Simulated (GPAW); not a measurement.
## CdTe: band structure with PBEsol

**The experiment to reproduce.**

A printed reference work, data compilation reports, for a bulk crystal of CdTe at 0 K: band gap 1.607 eV.

Crystal: CdTe.

```xyz
2
Lattice="0.0000 3.2050 3.2050 3.2050 0.0000 3.2050 3.2050 3.2050 0.0000" Properties=species:S:1:pos:R:3 pbc="T T T"
Te    4.8075    4.8075    4.8075
Cd    0.0000    0.0000    0.0000
```

| Property | Result |
| --- | --- |
| Program | GPAW 26.7.0 |
| Task | band structure |
| Functional | PBEsol |
| Potentials or basis | PAW data sets generated in the run's folder for this functional |
| Cutoff | 600 eV |
| Basis | pw |
| k mesh | 5 × 5 × 5 |
| Occupations | fermi-dirac, width 0.05 eV |
| Spin | spin-orbit coupling, no magnetisation |
| Maxiter | 150 |
| Band path | GXWKGLUWLK,UX |
| Band points | 60 |
| spin axis theta (degrees) | 0 |
| spin axis phi (degrees) | 0 |
| Soc after scf | second variation |

* Pressure: 1.3 GPa
* Band gap on the k mesh: 0.43 eV, direct
* Band gap along the path: 0.43 eV, direct

Levels at the corners of the path, in eV from the valence-band top:
| point | band 16 | band 17 | band 18 | band 19 | band 20 | band 21 |
| --- | --- | --- | --- | --- | --- | --- |
| Γ | 0.00 | 0.00 | 0.00 | 0.43 | 0.43 | 3.93 |
| X | -2.53 | -2.15 | -2.15 | 2.10 | 2.10 | 2.28 |
| W | -2.66 | -2.63 | -2.62 | 3.74 | 4.21 | 4.26 |
| K | -2.95 | -1.99 | -1.95 | 2.45 | 2.48 | 4.06 |
| Γ | 0.00 | 0.00 | 0.00 | 0.43 | 0.43 | 3.93 |
| L | -1.46 | -0.87 | -0.87 | 1.44 | 1.44 | 4.72 |
| U | -2.95 | -1.99 | -1.95 | 2.45 | 2.48 | 4.06 |
| W | -2.66 | -2.63 | -2.62 | 3.74 | 4.21 | 4.26 |
| L | -1.46 | -0.87 | -0.87 | 1.44 | 1.44 | 4.72 |
| K | -2.95 | -1.99 | -1.95 | 2.45 | 2.48 | 4.06 |
| U | -2.95 | -1.99 | -1.95 | 2.45 | 2.48 | 4.06 |
| X | -2.53 | -2.15 | -2.15 | 2.10 | 2.10 | 2.28 |

Run time: 60 s on 1 thread of Arm Neoverse V1, with other jobs on the host, peak memory 0.29 GiB.

Measured gap of CdTe: 1.607 eV (0 K; a printed reference work, data compilation). This calculation gives 0.43 eV (-1.17 eV). So large a miss can be the level of theory's own, or it may mean another phase, state or a wrong row. The value is that of PBEsol, without temperature or zero-point motion. Semilocal functionals fall short of measured gaps as a rule.

Caveat: spin-orbit coupling was added after a scalar SCF, so levels and gaps hold it while energy, forces, pressure and moments don't; this program's spin-orbit splittings come out too wide for heavy elements.
